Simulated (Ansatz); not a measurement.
# GaAs: levels at named points

One table from this session's results is given with a row withheld; the runs are named, their logs left out.

Program: Ansatz 0.2.0. Level of theory: DFT PBEsol, scalar-relativistic, plane waves, PAW. These are calculated values, not measurements.

That is the level of the relaxation; later steps name their own.

## The structure to begin with

The structure is cubic, space group F-43m (No. 216). Conventional cell: a = 5.654 Å, b = 5.654 Å, c = 5.654 Å, α = 90.00°, β = 90.00°, γ = 90.00°. Ga (site symmetry -43m) has 4 As at 2.45 Å as nearest neighbours. Around As (site symmetry -43m) lie 4 Ga at 2.45 Å.

Coordinates:

```xyz
2
Lattice="0.0000 2.8268 2.8268 2.8268 0.0000 2.8268 2.8268 2.8268 0.0000" Properties=species:S:1:pos:R:3 pbc="T T T"
Ga    0.0000    0.0000    0.0000
As    1.4134    1.4134    1.4134
```

Set-up of the first run:

(A quick probe on a coarse mesh, which set the mesh and smearing, is not shown.)

The input, input.yaml:

```yaml
crystal:
  lattice:
    - [0.0, 2.82685, 2.82685]
    - [2.82685, 0.0, 2.82685]
    - [2.82685, 2.82685, 0.0]
  atoms:
    - { symbol: Ga, position: [0.0, 0.0, 0.0] }
    - { symbol: As, position: [0.25, 0.25, 0.25] }
basis:
  ecutwfc: 420
kpoints:
  mp_grid: { grid: [12, 12, 12] }
hamiltonian:
  xc: pbesol
scf:
  occupations: { method: gaussian, width: 0.02 }
output:
  forces: true
  stress: true
  eigenvalues: true
  write_density: true
  write_potential: true
  elf: true
  volumetric_format: npy
relax:
  adjacent_minimum: "off"
  f_tol: 0.005
  max_steps: 80
  cell: { stress_tol: 0.05 }
```

The run is started by

```
$ ansatz run input.yaml --threads 2 --pin off --max-ram 5120MiB --backend cpu --events-out ev --progress --plain --runs-dir out
```

Among the steps run: Relaxing cell and atoms; Band edges over the whole zone; Levels with PBEsol, 250 eV and coarse mesh; Levels with LDA; Levels with PBE0; The run at Hartree-Fock.

One of the session's tables, all rows but one given; the rest of the session is left out.

```
                         level  gap (eV)  least direct gap (eV)
PBEsol, 250 eV and coarse mesh         ?                      ?
                           LDA      0.27                   0.27
                          PBE0      1.99                   1.99
                  Hartree-Fock      7.12                   7.46
```

Q: Estimate the row for PBEsol, 250 eV and coarse mesh from the others.

The run gave: gap (eV): 0.35; least direct gap (eV): 0.35. In the column «gap (eV)» it lies between LDA (0.27) and PBE0 (1.99).

Gaps are by band count over the mesh and the named points; a gap of 0 means that the bands overlap or touch.

To keep in mind: That is the cell relaxed with PBEsol, without thermal expansion or zero-point motion. The cheap run is there to show what low settings cost; its numbers aren't properties. A measured gap of GaAs is 1.412 eV (direct; 300 K; “Evidence of valence band perturbations in GaAsN/GaAs(001): A combined variable-angle spectroscopic ellipsometry and modulated photoreflectance investigation”, 2008, arxiv:0805.2212); the calculated 1.99 eV misses it by +0.58 eV. 3 values of this kind are on record (1.412 to 1.51 eV); this one was drawn at random among those near their median, those with a stated uncertainty first. That is PBE0, the nearest rung, at the geometry relaxed with PBEsol, without temperature or excitons. Warnings in the runs' records: cutoff below recommended.

**Measured values.**

“Evidence of valence band perturbations in GaAsN/GaAs(001): A combined variable-angle spectroscopic ellipsometry and modulated photoreflectance investigation”, 2008, arxiv:0805.2212 reports, for a bulk crystal of GaAs at 300 K: band gap 1.412 ± 0.01 eV (direct).

From a printed reference work, textbook, for a bulk crystal of GaAs at 298 K: lattice constant a 5.65325 ± 0.00002 Å.
